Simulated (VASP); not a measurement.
Here is the system:

```
Li3N
1.0
    1.77346    -3.07172     0.00000
    1.77346     3.07172     0.00000
    0.00000     0.00000     3.78833
Li N
3 1
Cartesian
  1.77346   1.02391   0.00000
  1.77346  -1.02391   0.00000
  0.00000   0.00000   1.89417
  0.00000   0.00000   0.00000
```

These are LDA (Ceperley-Alder, Perdew-Zunger), VASP's LDA PAW potentials (set 64) (plane waves; VASP) values and carry that method's errors. Run with 520 eV cut-off, Gaussian smearing of 0.050 eV, potentials Li_sv N.

Q: Give the energies of bands 5 to 9 at the high-symmetry points, in eV from the valence-band maximum.

A: 
```json
[
 {"band": "5", "Γ": "-1.72", "M": "-2.37", "K": "-2.04", "A": "-2.83", "L": "-1.41", "H": "-1.33"},
 {"band": "6", "Γ": "-0.22", "M": "-1.35", "K": "-2.04", "A": "0.00", "L": "-1.03", "H": "-1.33"},
 {"band": "7", "Γ": "-0.22", "M": "-0.84", "K": "-0.73", "A": "0.00", "L": "-0.66", "H": "-0.33"},
 {"band": "8", "Γ": "1.34", "M": "4.86", "K": "5.49", "A": "4.20", "L": "1.09", "H": "2.40"},
 {"band": "9", "Γ": "7.39", "M": "4.88", "K": "5.49", "A": "7.42", "L": "6.19", "H": "2.40"}
]
```

The gap is indirect, 1.09 eV, from the valence maximum at A to the conduction minimum at L.

Measured: gap 2.15 eV at 4 K (computed value off by -1.06 eV), as given by H. Brendecke et al., Journal of Applied Physics (1979), doi:10.1063/1.326533.

The compound is Li3N in the alpha structure. It was relaxed first, which changed the volume by -8 %.
